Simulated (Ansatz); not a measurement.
All numbers below come from DFT PBE, scalar-relativistic, plane waves, PAW (Ansatz). Cutoff 420 eV, Γ-centred meshes of about 0.25 Å⁻¹ or finer for metals and 0.3 Å⁻¹ for insulators (2π included), Gaussian smearing. No spin polarisation.

A search over trial structures of Hf₄C gave this relaxed cell.

```yaml
crystal:
  lattice:
    - [3.24760, 0.00000, 0.00000]
    - [-1.62380, 2.81250, 0.00000]
    - [0.00000, 0.00000, 10.36369]
  atoms:
    - { symbol: Hf, position: [0.66667, 0.33333, 0.87576] }
    - { symbol: Hf, position: [0.33333, 0.66667, 0.12424] }
    - { symbol: Hf, position: [0.66667, 0.33333, 0.38196] }
    - { symbol: Hf, position: [0.33333, 0.66667, 0.61804] }
    - { symbol: C, position: [0.00000, 0.00000, 0.00000] }
```

Q: Is it a true minimum?

A: As far as tested, yes. The phonons on a 3×3×1 q mesh of the computed 5-atom cell show no imaginary mode. (Phonon run: 12×12×4 k mesh, Gaussian smearing of 0.10 eV.) After random moves of the atoms it relaxes back. The optical modes at Γ run from 46 to 563 cm⁻¹, and the highest mode on the mesh lies at 603 cm⁻¹. Hf on its first site is surrounded by 3 C at 2.27 Å and 12 Hf at 3.19–3.26 Å; around Hf on its second site lie 12 Hf at 3.08–3.26 Å; C is surrounded by 6 Hf at 2.27 Å.

Spin–orbit coupling, which can matter for Hf, is left out. Phonons of metals hang on the k mesh and the smearing.
